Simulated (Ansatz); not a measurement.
A plane-wave DFT run in Ansatz 0.2.0 (scalar-relativistic PAW potentials unless the input names others): input and command.

```yaml
crystal:
  lattice:
    - [2.8603720851, 1.6514365933, 2.3460535783]
    - [-2.8603720851, 1.6514365933, 2.3460535783]
    - [0.0, -3.3028731867, 2.3460535783]
  atoms:
    - { symbol: Ba, position: [0.0026800181, 0.0026800181, 0.0026800181] }
    - { symbol: Ti, position: [0.5036919414, 0.5036919414, 0.5036919414] }
    - { symbol: O, position: [0.5014442868, 0.5014442868, 1.0006695484] }
    - { symbol: O, position: [0.5014442868, 1.0006695484, 0.5014442868] }
    - { symbol: O, position: [1.0006695484, 0.5014442868, 0.5014442868] }
basis:
  ecutwfc: 420
  xc_grid: 2
kpoints:
  mp_grid: { grid: [6, 6, 6] }
hamiltonian:
  xc: pbe
  hubbard: { sites: [{ species: Ba, l: f, u_eff: 4.0 }] }
scf:
  occupations: { method: fixed }
  max_iter: 100
output:
  forces: true
  eigenvalues: true
  stress: true
```

```bash
ansatz run input.yaml --threads 2 --pin off --max-ram 7168MiB --backend cpu --events-out ev --progress --plain --runs-dir out
```

Problem. Will this input run?

Solution. The program refuses it, because of a U on a shell that isn't there (hamiltonian.hubbard: {"sites": [{"species": "Ti", "l": "d", "u_eff": 4.0}]} → {"sites": [{"species": "Ba", "l": "f", "u_eff": 4.0}]}). With the sound run's settings it is accepted.

Abridged log:
```
Error: inconsistent input (hamiltonian.hubbard.sites[].l, hamiltonian.hubbard.sites[].shell): the file of Ba doesn't list 4f, and it can't be added: PBE doesn't bind the shell 4f of the free atom, whose level lies at +0.87 eV. Type an atom or ion with it (hamiltonian.pseudopotentials.projection_atoms), take another file or name another shell
```